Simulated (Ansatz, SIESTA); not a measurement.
# MgI2 and the effect of the functional

```
I Mg
1.0
     4.14000    0.00000    0.00000
    -2.07000    3.58535    0.00000
     0.00000    0.00000    6.88000
I Mg
2 1
Direct
  0.66667 0.33333 0.75000
  0.33333 0.66667 0.25000
  0.00000 0.00000 0.00000
```

Kept alike: task band structure; k mesh 8 × 8 × 4; occupations fermi-dirac, width 0.05 eV; no spin polarisation. Program: SIESTA, potentials by row: files PseudoDojo sr-lda-0.4.1-standard, DZP (energy shift 0.003 Ry; two zetas on semicore shells) (LDA); files PseudoDojo sr-pbe-0.4.1-standard, DZP (energy shift 0.003 Ry; two zetas on semicore shells) (PBE); files PseudoDojo sr-pbesol-0.4.1-standard, DZP (energy shift 0.003 Ry; two zetas on semicore shells) (PBEsol). The mesh is that of the run's cell of 3 atoms. No spin-orbit coupling.

| functional | band gap (eV) | pressure (GPa) |
| --- | --- | --- |
| LDA | 3.368 | -1.26 |
| PBE | 3.508 | 1.42 |
| PBEsol | 3.472 | -0.08 |

Pressure is positive in compression. Spin-orbit coupling, left out here, moves the band edges of heavy atoms and can close or invert small gaps. Gaps are the smaller of the mesh's and the band path's.

What does the functional change here?

The band gap runs from 3.368 (LDA) to 3.508 eV (PBE). From PBE: LDA -0.140; PBEsol -0.036. A twin series (Ansatz, all-electron LAPW, scalar-relativistic) moves it by +0.1082 between LDA and PBEsol, against +0.1037 eV here. The pressure runs from -1.26 (LDA) to 1.42 GPa (PBE). From PBE: LDA -2.68; PBEsol -1.50. A twin series (Ansatz, all-electron LAPW, scalar-relativistic) moves it by +1.181 between LDA and PBEsol, against +1.180 GPa here.
